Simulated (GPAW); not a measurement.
Runs of GPAW 26.7.0 on TaN. The structure is hexagonal, space group P-6m2 (No. 187). The conventional cell has a = 2.938 Å, b = 2.938 Å, c = 2.883 Å, α = 90.00°, β = 90.00°, γ = 120.00°. Ta (site symmetry -6m2) has 6 N at 2.23 Å as nearest neighbours. Around N (site symmetry -6m2) lie 6 Ta at 2.23 Å. 

```tsv
task	level	potentials or basis	spin	k mesh	cutoff (eV)	smearing	band path	band points	fermi k mesh	spin axis theta (degrees)	spin axis phi (degrees)	mesh quality	gap on the mesh (eV)	pressure (GPa)
band structure	PBEsol	PAW data sets generated in the run's folder for this functional, pw	off	10 × 10 × 9	800	fermi-dirac 0.05 eV	GMKGALHA,LM,KH	60	-	-	-	not flagged	-	-5.0
electron localisation function	revPBE	the program's PAW data sets (release 1.2.1) made for this functional, pw	off	5 × 5 × 5	680	fermi-dirac 0.01 eV	-	-	-	-	-	coarse	none	(a)
Fermi surface	revPBE+D3(BJ)	the program's PAW data sets (release 1.2.1) made for this functional, pw	off	5 × 5 × 5	680	fermi-dirac 0.01 eV	-	-	8 × 8 × 8	-	-	coarse	none	-6.8
band structure	PBEsol	PAW data sets generated in the run's folder for this functional, pw	SOC, no magnetisation	10 × 10 × 9	800	fermi-dirac 0.05 eV	GMKGALHA,LM,KH	60	-	90	0	not flagged	-	-5.0
```

Alike in all rows: cell as given.

Q: Estimate the missing entries.

A: (a) 6.6.

Caveats: some runs use coarse meshes; the cutoff is short for stress and forces, so pressures can be off by a GPa or more (some runs); spin-orbit coupling is left out, which moves the levels of the heavy elements (some runs); pairwise dispersion overbinds metals, which lowers pressure and volume (some runs); spin-orbit coupling was added after a scalar SCF, so levels and gaps hold it while energy, forces, pressure and moments don't (some runs); this program's spin-orbit splittings come out too wide for heavy elements (some runs).

A k mesh can miss the band edges, and rows without SOC leave out spin-orbit coupling on Ta.

A gap of «none» marks a metal or a gap under the smearing width.

Runs at the PBE level aren't shown here.
